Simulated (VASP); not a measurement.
# I (P6/mmm) in VASP: further runs

The runs below take I through single point, with r2SCAN.

Program: VASP 6.6.1. These are calculated values, not measurements. Logs are shortened: lines on timing, memory, paths and dates and some standing lists are left out, and cuts for length are marked.

## Step 1: The crystal as given

Symmetry: P6/mmm, No. 191, hexagonal system. The conventional cell has a = 3.832 Å, b = 3.832 Å, c = 3.581 Å, α = 90.00°, β = 90.00°, γ = 120.00°. I (site symmetry 6/mmm) is surrounded by 8 I at 3.58 to 3.83 Å.

The cell was built by a generator and needn't be a form met in nature.

## Step 2: Single point, r2SCAN

The input, POSCAR:

```
I
1.0
    3.8321885750      0.0000000000      0.0000000000
   -1.9160942875      3.3187726580      0.0000000000
    0.0000000000      0.0000000000      3.5807011997
I
1
Direct
    0.0000000000      0.0000000000      0.0000000000
```

The input, INCAR.step1:

```
SYSTEM = I
ALGO     = Normal         ! electronic algorithm
EDIFF    = 1E-4           ! SCF threshold, eV
ENCUT    = 520            ! plane-wave cutoff, eV
GGA      = PE             ! functional
ISMEAR   = 0              ! smearing method
LASPH    = .True.         ! aspherical terms in the spheres
LCHARG   = .False.        ! write CHGCAR
LREAL    = .False.        ! projectors in reciprocal space
LWAVE    = .True.         ! write WAVECAR
NBANDS   = 10             ! bands
NELM     = 100            ! most SCF steps
PREC     = Accurate       ! precision mode
SIGMA    = 0.1            ! smearing width, eV
```

The input, INCAR.step2:

```
SYSTEM = I
ALGO     = Normal         ! electronic algorithm
EDIFF    = 1E-6           ! SCF threshold, eV
ENCUT    = 520            ! plane-wave cutoff, eV
ISIF     = 2              ! what is computed and relaxed
ISMEAR   = 0              ! smearing method
ISTART   = 1            
LASPH    = .True.         ! aspherical terms in the spheres
LCHARG   = .False.        ! write CHGCAR
LMIXTAU  = .True.       
LREAL    = .False.        ! projectors in reciprocal space
LWAVE    = .False.        ! write WAVECAR
METAGGA  = R2SCAN         ! meta-GGA
NBANDS   = 10             ! bands
NELM     = 100            ! most SCF steps
PREC     = Accurate       ! precision mode
SIGMA    = 0.1            ! smearing width, eV
```

The input, KPOINTS:

```
k-points
0
Gamma
  6 6 6
  0 0 0
```

Potentials or basis: VASP PAW PBE potentials, release 64 (I).

Launch:

```console
$ cat potpaw_PBE.64/I/POTCAR > POTCAR
$ cp INCAR.step1 INCAR
$ mpirun -np 1 vasp_std > vasp.out
$ cp INCAR.step2 INCAR
$ mpirun -np 1 vasp_std > vasp.out
```

OUTCAR:

```text
SYSTEM = I
   EDIFF = 1E-6
   ENCUT = 520
   ISIF = 2
   ISMEAR = 0
   ISTART = 1
   LASPH = .True.
   LREAL = .False.
   METAGGA = R2SCAN
   NELM = 100
   PREC = Accurate

 ion  position               nearest neighbor table
   1  0.000  0.000  0.000-

  LATTYP: Found a hexagonal cell.
 ALAT       =     3.8321885750
 C/A-ratio  =     0.9343750000

  Lattice vectors:

 A1 = (   3.8321885750,   0.0000000000,   0.0000000000)
 A2 = (  -1.9160942875,   3.3187726580,   0.0000000000)
 A3 = (   0.0000000000,   0.0000000000,   3.5807011997)

Analysis of symmetry for initial positions (statically):
=====================================================================
 Subroutine PRICEL returns:
 Original cell was already a primitive cell.

 Routine SETGRP: Setting up the symmetry group for a
 hexagonal supercell.

 Subroutine GETGRP returns: Found 24 space group operations
 (whereof 24 operations were pure point group operations)
 out of a pool of 24 trial point group operations.

The static configuration has the point symmetry D_6h.

Analysis of symmetry for dynamics (positions and initial velocities):
=====================================================================
 Subroutine PRICEL returns:
 Original cell was already a primitive cell.

 Routine SETGRP: Setting up the symmetry group for a
 hexagonal supercell.

 Subroutine GETGRP returns: Found 24 space group operations
 (whereof 24 operations were pure point group operations)
 out of a pool of 24 trial point group operations.

The dynamic configuration has the point symmetry D_6h.

 Subroutine INISYM returns: Found 24 space group operations
 (whereof 24 operations are pure point group operations),
 and found     1 'primitive' translations

----------------------------------------------------------------------------------------

                                     Primitive cell

  volume of cell :      45.5399

  direct lattice vectors                    reciprocal lattice vectors
     3.832188575  0.000000000  0.000000000     0.260947493  0.150658105  0.000000000
    -1.916094287  3.318772658  0.000000000     0.000000000  0.301316210  0.000000000
     0.000000000  0.000000000  3.580701200     0.000000000  0.000000000  0.279274909

  length of vectors
     3.832188575  3.832188575  3.580701200     0.301316210  0.301316210  0.279274909

  position of ions in fractional coordinates (direct lattice)
     0.000000000  0.000000000  0.000000000

  ion indices of the primitive-cell ions
   primitive index   ion index
[... 73 lines left out ...]
   EDIFF  = 0.1E-05   stopping-criterion for ELM
   LREAL  =      F    real-space projection
   EDIFFG = 0.1E-04   stopping-criterion for IOM
   NSW    =      0    number of steps for IOM
   IBRION =     -1    ionic relax: 0-MD 1-quasi-New 2-CG
   NFREE  =      0    steps in history (QN), initial steepest desc. (CG)
   ISIF   =      2    stress and relaxation
   ISYM   =      2    0-nonsym 1-usesym 2-fastsym
   POTIM  = 0.5000    time-step for ionic-motion
   TEBEG  =    0.0;   TEEND  =   0.0 temperature during run
   PSTRESS=    0.0 pullay stress
   NELECT =       7.0000    total number of electrons
   NUPDOWN=      -1.0000    fix difference up-down
   EMIN   =  10.00;   EMAX   =-10.00  energy-range for DOS
   EFERMI =   0.00;   METHOD = LEGACY
   ISMEAR =     0;   SIGMA  =   0.10  broadening in eV -4-tet -1-fermi 0-gaus
   EFERMI_NEDOS =   21; number of points for ismear=-14 and -15
   IALGO  =     38    algorithm
   IMIX   =      4    mixing-type and parameters
     AMIX     =   0.40;   BMIX     =  1.00
     AMIX_MAG =   1.60;   BMIX_MAG =  1.00
  volume/ion in A,a.u.               =      45.54       307.32
  Fermi-wavevector in a.u.,A,eV,Ry     =   0.876954  1.657202 10.463532  0.769048
  Thomas-Fermi vector in A             =   1.996835
   LORBIT       =      0    0 simple, 1 ext, 2 COOP (PROOUT), +10 PAW based schemes
   METAGGA = R2SCAN    functional components
   LHFCALC =     F    Hartree Fock is set to
   AEXX    =    0.0000 exact exchange contribution
   IVDW    =     0    specifies the selected vdW correction
   LEPSILON=     F    determine dielectric tensor
   LRPA    =     F    only Hartree local field effects (RPA)
 non-spin polarized calculation
 Gauss-broadening in eV      SIGMA  =   0.10
  energy-cutoff  :      520.00
  volume of cell :       45.54
 maximum number of plane-waves:      1245
 NGX is ok and might be reduce to    30
   NGX = 15   NGY = 15   NGZ = 13

 number of electron       7.0000000 magnetization

 Free energy of the ion-electron system (eV)
  ---------------------------------------------------
  ext. energy  EPLUGINS =         0.00000000
  ---------------------------------------------------
  free energy    TOTEN  =       -24.07470363 eV

  energy without entropy =      -24.06719833  energy(sigma->0) =      -24.07095098

 E-fermi :   1.4695     XC(G=0):  -8.2409

 val. band max:        1.4330867017   @ k =   0.3333   0.3333   0.1667
 cond. band min:       1.4984017944   @ k =   0.5000   0.0000   0.5000
 fundamental gap:      0.0653150927
 Fermi energy:         1.4695021583

 k-point     1 :       0.0000    0.0000    0.0000
  band No.  band energies     occupation
      1     -11.3499      2.00000
      2       1.8321      0.00000
      3       1.8322      0.00000
      4       1.8535      0.00000
      5       7.9762      0.00000
      6       9.4032      0.00000
      7      11.6739      0.00000
      8      11.6739      0.00000
      9      14.3288      0.00000
     10      18.1255      0.00000
[... 287 lines left out ...]
 k-point    24 :       0.3333   -0.0000    0.5000
  band No.  band energies     occupation
      1     -10.1133      2.00000
      2      -1.4189      2.00000
      3      -0.3696      2.00000
      4       1.6891      0.00190
      5       7.7084      0.00000
      6      10.1297      0.00000
      7      12.0204      0.00000
      8      13.2775      0.00000
      9      15.7001      0.00000
     10      16.2554      0.00000

 [... further k-points ...]
[... 5 lines left out ...]
  --------------------------------------------------------------------------------------
  -------------------------------------------------------------------------------------
  Total       -0.6828472     -0.6828472     -1.0590312      0.0000000     -0.0000000      0.0000000
  in kB      -24.0237975    -24.0237975    -37.2586304      0.0000000     -0.0000000      0.0000000
  external PRESSURE =     -28.4354085 kB  Pullay stress =       0.0000000 kB

 VOLUME and BASIS-vectors are now :
 -----------------------------------------------------------------------------
  energy-cutoff  :      520.00
  volume of cell :       45.54
      direct lattice vectors                 reciprocal lattice vectors
     3.832188575  0.000000000  0.000000000     0.260947493  0.150658105  0.000000000
    -1.916094287  3.318772658  0.000000000     0.000000000  0.301316210  0.000000000
     0.000000000  0.000000000  3.580701200     0.000000000  0.000000000  0.279274909

 POSITION                                       TOTAL-FORCE (eV/Angst)
 -----------------------------------------------------------------------------------
      0.00000      0.00000      0.00000        -0.000000      0.000000      0.000000
 -----------------------------------------------------------------------------------
    total drift:                               -0.000000      0.000000      0.000000

  FREE ENERGIE OF THE ION-ELECTRON SYSTEM (eV)
  ---------------------------------------------------
  free  energy   TOTEN  =       -24.0747036332 eV

  energy  without entropy=      -24.0671983263  energy(sigma->0) =      -24.07095098
```

OUTCAR.step1:

```text
SYSTEM = I
   EDIFF = 1E-4
   ENCUT = 520
   GGA = PE
   ISMEAR = 0
   LASPH = .True.
[... 531 lines left out ...]
 POSITION                                       TOTAL-FORCE (eV/Angst)
 -----------------------------------------------------------------------------------
      0.00000      0.00000      0.00000         0.000000      0.000000      0.000000
 -----------------------------------------------------------------------------------
    total drift:                               -0.000000     -0.000000      0.000000

  FREE ENERGIE OF THE ION-ELECTRON SYSTEM (eV)
  ---------------------------------------------------
  free  energy   TOTEN  =        -1.1048886034 eV

  energy  without entropy=       -1.0977227192  energy(sigma->0) =       -1.10130566
```

Run time: 26 s. Hardware: 1 thread of Intel Xeon 6975P-C (Granite Rapids), shared host; peak memory 0.17 GiB.

What came out:

* Free energy: -24.0747 eV
* Pressure: -2.8 GPa
* Band gap on the k mesh: none (metal or under the smearing width)

Levels at points of the mesh, in eV from the Fermi level:
```csv
k point,band 1,band 2,band 3,band 4,band 5,band 6
"(0.00, 0.00, 0.00)",-12.82,0.36,0.36,0.38,6.51,7.93
"(0.50, 0.00, 0.00)",-12.04,-3.36,-0.56,1.01,6.64,9.36
"(0.00, 0.00, 0.50)",-12.12,-3.55,0.88,0.88,9.01,10.49
"(0.50, 0.00, 0.50)",-11.37,-2.61,-2.56,0.03,5.37,8.24
```

Caveat: the PAW data sets were made with another functional, which shifts forces and pressure a little; an odd number of electrons without spin polarisation forces a metal; a magnetic or distorted state may lie lower.

## Step 3: Single point, r2SCAN

This run uses another cell than the first one, of 46.25 Å³/atom, 1.016 times its volume.

The input, POSCAR:

```
I
1.0
    4.2699530326      0.0000000000      0.0000000000
   -2.1349765163      3.6978877992      0.0000000000
    0.0000000000      0.0000000000      2.9292167011
I
1
Direct
    0.0000000000      0.0000000000      0.0000000000
```

The input, INCAR.step1:

```
ALGO = Normal ; EDIFF = 1E-4
ENCUT = 520 ; GGA = PE
ISMEAR = 0 ; LASPH = True
LCHARG = False ; LREAL = False
LWAVE = True ; NBANDS = 10
NELM = 100 ; PREC = Accurate
SIGMA = 0.1
```

The input, INCAR.step2:

```
ALGO = Normal ; EDIFF = 1E-7
ENCUT = 520 ; ISIF = 2
ISMEAR = 0 ; ISTART = 1
LASPH = True ; LCHARG = True
LELF = True ; LMIXTAU = True
LREAL = False ; LVHAR = True
LWAVE = False ; METAGGA = R2SCAN
NBANDS = 10 ; NELM = 100
PREC = Accurate ; SIGMA = 0.1
```

The input, KPOINTS:

```
k-points
0
Gamma
  18 18 16
```

Potentials or basis: VASP PAW PBE potentials, release 64 (I).

Launch:

```console
$ cat potpaw_PBE.64/I/POTCAR > POTCAR
$ cp INCAR.step1 INCAR
$ mpirun -np 1 vasp_std > vasp.out
$ cp INCAR.step2 INCAR
$ mpirun -np 1 vasp_std > vasp.out
```

OUTCAR:

```text
EDIFF = 1E-7
   ENCUT = 520
   ISIF = 2
   ISMEAR = 0
   ISTART = 1
   LASPH = True
   LREAL = False
   METAGGA = R2SCAN
   NELM = 100
   PREC = Accurate

 ion  position               nearest neighbor table
   1  0.000  0.000  0.000-

  LATTYP: Found a hexagonal cell.
 ALAT       =     4.2699530326
 C/A-ratio  =     0.6860067731

  Lattice vectors:

 A1 = (   4.2699530326,   0.0000000000,   0.0000000000)
 A2 = (  -2.1349765163,   3.6978877992,   0.0000000000)
 A3 = (   0.0000000000,   0.0000000000,   2.9292167011)
[... 484 lines left out ...]
      2      -1.8342      2.00000
      3      -0.5654      2.00000
      4       5.5435      0.00000
      5       7.7163      0.00000
      6      11.6721      0.00000
      7      12.5736      0.00000
      8      15.0694      0.00000
      9      15.9731      0.00000
     10      18.0782      0.00000

 [... further k-points ...]
[... 5 lines left out ...]
  --------------------------------------------------------------------------------------
  -------------------------------------------------------------------------------------
  Total       -0.0032027     -0.0032027     -0.0267197      0.0000000     -0.0000000      0.0000000
  in kB       -0.1109413     -0.1109413     -0.9255795      0.0000000     -0.0000000      0.0000000
  external PRESSURE =      -0.3824874 kB  Pullay stress =       0.0000000 kB

 VOLUME and BASIS-vectors are now :
 -----------------------------------------------------------------------------
  energy-cutoff  :      520.00
  volume of cell :       46.25
      direct lattice vectors                 reciprocal lattice vectors
     4.269953033  0.000000000  0.000000000     0.234194613  0.135212323  0.000000000
    -2.134976516  3.697887799  0.000000000     0.000000000  0.270424646  0.000000000
     0.000000000  0.000000000  2.929216701     0.000000000  0.000000000  0.341388194

 POSITION                                       TOTAL-FORCE (eV/Angst)
 -----------------------------------------------------------------------------------
      0.00000      0.00000      0.00000        -0.000000      0.000000      0.000000
 -----------------------------------------------------------------------------------
    total drift:                                0.000000      0.000000      0.000000

  FREE ENERGIE OF THE ION-ELECTRON SYSTEM (eV)
  ---------------------------------------------------
  free  energy   TOTEN  =       -24.4308017683 eV

  energy  without entropy=      -24.4242206102  energy(sigma->0) =      -24.42751119
```

Run time: 3 min. Hardware: 1 thread of Intel Xeon 6975P-C (Granite Rapids), shared host; peak memory 0.28 GiB.

What came out:

```yaml
Free_energy: -24.4308 eV
Pressure: 0.0 GPa
Band_gap_on_the_k_mesh: none (metal or under the smearing width)
```

Stress tensor (GPa, compression positive):
```
-0.01  0.00  0.00
 0.00 -0.01  0.00
 0.00  0.00 -0.09
```

Caveat: the PAW data sets were made with another functional, which shifts forces and pressure a little; an odd number of electrons without spin polarisation forces a metal; a magnetic or distorted state may lie lower. Spin-orbit coupling is left out, which matters for the levels of I.
